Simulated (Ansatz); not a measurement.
HgTe (Coloradoite): equation of state with RPBE+D4

**Measured values to compare with.**

From a printed reference work, monograph, for a bulk crystal of HgTe: bulk modulus 43 GPa.

The system is HgTe (Coloradoite).

```
Hg Te
1.0
     0.00000    3.21450    3.21450
     3.21450    0.00000    3.21450
     3.21450    3.21450    0.00000
Hg Te
1 1
Cartesian
  0.0000 0.0000 0.0000
  4.8217 4.8217 4.8217
```

```json
{
 "Program": "Ansatz 0.2.0",
 "Task": "equation of state",
 "Functional": "RPBE",
 "Dispersion": "D4",
 "Potentials or basis": "Ansatz PAW",
 "Cutoff": "420 eV",
 "Density cutoff": "1680 eV",
 "k mesh": "7 × 7 × 7",
 "Occupations": "fermi-dirac, width 0.05 eV",
 "Spin": "no spin polarisation"
}
```

| Quantity | Value |
| --- | --- |
| Equilibrium volume | 35.01 Å³/atom |
| Bulk modulus | 38 GPa |
| Pressure derivative of the bulk modulus | 5.3 |

Energy against volume, from the lowest point:
```csv
volume (Å³/atom),energy (meV/atom)
31.223,61.76
31.887,40.16
32.551,23.80
33.215,12.11
33.880,4.55
34.544,0.64
35.208,0.00
```

All runs of the series together: 25 s on 2 threads of Intel(R) Xeon(R) Processor @ 2.50GHz (Skylake/Cascade Lake), with other jobs on the host.

A measured bulk modulus of HgTe is 43 GPa (a printed reference work, monograph); the calculated 38 GPa misses it by -11.7 %. The fit is for a static lattice scaled at fixed shape and fixed fractional positions.

Caveat: the potentials were made for another functional, which shifts forces and pressure. Spin-orbit coupling is left out, which matters for the levels of Hg, Te.
